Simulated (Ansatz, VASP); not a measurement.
One calculation of Tl, two programs

INCAR

```
SYSTEM = Tl
PREC = Accurate
ENCUT = 520
EDIFF = 1E-6
ISMEAR = 0
SIGMA = 0.1
LREAL = .False.
LASPH = .True.
NELM = 100
ALGO = Normal
ISIF = 2
LWAVE = .False.
LCHARG = .False.
GGA = PE
NBANDS = 12
```

Contents of KPOINTS:

```
Automatic mesh
0
Gamma
  8 8 8
  0 0 0
```

POSCAR

```
Tl
1.0
   -1.7251124952      1.7251124952      2.6245069996
    1.7251124952     -1.7251124952      2.6245069996
    1.7251124952      1.7251124952     -2.6245069996
Tl
1
Direct
    0.0000000000      0.0000000000      0.0000000000
```

Input for Ansatz:

```yaml
crystal:
  lattice:
    - [-1.7251124952, 1.7251124952, 2.6245069996]
    - [1.7251124952, -1.7251124952, 2.6245069996]
    - [1.7251124952, 1.7251124952, -2.6245069996]
  atoms:
    - { symbol: Tl, position: [0.0, 0.0, 0.0] }
basis:
  ecutwfc: 420
kpoints:
  mp_grid: { grid: [8, 8, 8] }
hamiltonian:
  xc: pbe
scf:
  occupations: { method: gaussian, width: 0.1 }
  lower_state_search: "off"
output:
  forces: true
  stress: true
  eigenvalues: true
```

Alike in both runs: task single point; functional PBE; k mesh 8 × 8 × 8; occupations gaussian, width 0.1 eV; no spin polarisation.

```csv
,VASP,Ansatz
version,VASP 6.6.1,Ansatz 0.2.0
potentials or method,"VASP PAW PBE potentials, release 64 (Tl_d)","scalar-relativistic, plane waves, PAW"
plane-wave cutoff (eV),520,420
valence electrons in the cell,13,13
```

```tsv
	VASP	Ansatz	Ansatz less VASP
gap on the k mesh at the Fermi level (eV)	none	none	-
pressure (GPa)	-0.2	-0.2	+0.06
largest component of the traceless stress (GPa)	0.39	0.39	+0.005
```

A gap of «none» marks a metal or a gap that the smearing closes. The functional is the same, so the differences come from potentials, cutoffs and numerics.

Spin-orbit coupling is left out, which matters for the levels of Tl.
